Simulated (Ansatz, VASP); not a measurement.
## One calculation of TlBr, two programs

The input INCAR:

```
  PREC = Accurate
  ENCUT = 520
  EDIFF = 1E-7
  ISMEAR = -1
  SIGMA = 0.05
  LREAL = F
  LASPH = T
  NELM = 80
  ALGO = Normal
  ISIF = 2
  LWAVE = F
  LCHARG = F
  GGA = PS
  NBANDS = 17
```

Contents of KPOINTS:

```
Automatic mesh
0
Gamma
  7 7 7
```

The input POSCAR:

```
TlBr
1.0
    4.0323744272      0.0000000000      0.0000000000
    0.0000000000      4.0323744272      0.0000000000
    0.0000000000      0.0000000000      4.0323744272
Tl Br
1 1
Direct
    0.0000000000      0.0000000000      0.0000000000
    0.5000000000      0.5000000000      0.5000000000
```

File input.yaml:

```yaml
crystal:
  lattice:
    - [4.0323744272, 0.0, 0.0]
    - [0.0, 4.0323744272, 0.0]
    - [0.0, 0.0, 4.0323744272]
  atoms:
    - { symbol: Tl, position: [0.0, 0.0, 0.0] }
    - { symbol: Br, position: [0.5, 0.5, 0.5] }
hamiltonian:
  xc: pbesol
  pseudopotentials: { kind: paw }
kpoints:
  mp_grid: { grid: [7, 7, 7] }
scf:
  occupations: { method: fermi_dirac, width: 0.05 }
output:
  forces: true
  stress: true
  eigenvalues: true
```

Change from the starting cell: volume scaled by 1.04.

Alike in both runs: task single point; functional PBEsol; k mesh 7 × 7 × 7; occupations fermi-dirac, width 0.05 eV; no spin polarisation.

|  | VASP | Ansatz |
| --- | --- | --- |
| version | VASP 6.6.1 | Ansatz 0.2.0 |
| potentials or method | VASP PAW PBE potentials, release 64 (Tl_d, Br) | Ansatz PAW |
| plane-wave cutoff (eV) | 520 | 420 |
| valence electrons in the cell | 20 | 20 |

```tsv
	VASP	Ansatz	Ansatz less VASP
gap on the k mesh at the Fermi level (eV)	2.25	2.24	-0.003
least direct gap on the mesh (eV)	2.25	2.24	-0.003
pressure (GPa)	-1.9	-1.9	+0.03
```

With one functional, cell and mesh, what is left measures potentials, basis and numerics.

Caveats: spin-orbit coupling is left out, which as a rule narrows the gap of such compounds by several tenths of an eV; the PAW data sets were made with another functional, which shifts forces and pressure a little (VASP); an odd mesh through Γ misses points on the zone boundary, where band edges often lie (VASP); odd divisions of the mesh miss points on the zone boundary, where band edges often lie, so the gap on the mesh can be too wide (Ansatz); the PAW data sets come from PBE, with cores solved anew for the run's functional, which leaves a small shift of forces and pressure (Ansatz).
